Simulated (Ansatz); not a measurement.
**AlN: single point with PBE**

**What was measured.**

“Structural and optical properties of self-assembled AlN nanowires grown on SiO2/Si substrates by molecular beam epitaxy”, 2024, arxiv:2402.00216 quotes, for a bulk crystal of AlN at 0 K: band gap 6.0343 eV (an exciton energy, a little under the gap).

AlN:

```
CELL_PARAMETERS angstrom
3.11300 0.00000 0.00000
-1.55650 2.69594 0.00000
0.00000 0.00000 4.98100
ATOMIC_POSITIONS crystal
Al 0.66667 0.33333 0.50000
Al 0.33333 0.66667 0.00000
N 0.66667 0.33333 0.88000
N 0.33333 0.66667 0.38000
```

```json
{"Program": "Ansatz 0.2.0", "Task": "single point", "Functional": "PBE", "Potentials or basis": "Ansatz PAW", "Cutoff": "500 eV", "Density cutoff": "2000 eV", "k mesh": "10 × 10 × 6", "Occupations": "fermi-dirac, width 0.05 eV", "Spin": "no spin polarisation"}
```

The pressure is 3.7 GPa, the largest force is 0.129 eV/Å and the band gap on the k mesh is 4.21 eV, direct.

Forces on the atoms (eV/Å):
```
Al   0.000  0.000 -0.129
Al   0.000  0.000 -0.129
N    0.000  0.000  0.129
N    0.000  0.000  0.129
```

Stress tensor (GPa, compression positive):
```
3.19 0.00 0.00
0.00 3.19 0.00
0.00 0.00 4.78
```

Levels at points of the mesh, in eV from the valence-band top:
| k point | band 6 | band 7 | band 8 | band 9 | band 10 | band 11 |
| --- | --- | --- | --- | --- | --- | --- |
| (0.00, 0.00, 0.00) | -0.18 | -0.18 | 0.00 | 4.21 | 6.67 | 10.61 |
| (0.00, 0.00, -0.50) | -0.51 | -0.51 | -0.51 | 6.47 | 6.47 | 10.35 |
| (0.00, -0.50, 0.00) | -2.05 | -1.76 | -0.66 | 5.82 | 5.84 | 8.21 |
| (0.00, -0.50, -0.50) | -1.43 | -1.35 | -1.35 | 5.33 | 5.33 | 9.30 |

It took 1.7 s on 2 threads of Arm Neoverse V1 (shared host), peak memory 0.33 GiB.

Measured gap of AlN: 6.0343 eV (an exciton energy, a little under the gap; 0 K; quoted in “Structural and optical properties of self-assembled AlN nanowires grown on SiO2/Si substrates by molecular beam epitaxy”, 2024, arxiv:2402.00216). This calculation gives 4.21 eV (-1.82 eV). 2 values of this kind are on record (6.034 to 6.0343 eV); this one was drawn at random. The value is that of PBE on a finite k mesh, which can miss the band edges, without temperature or zero-point motion. Semilocal functionals fall short of measured gaps as a rule.
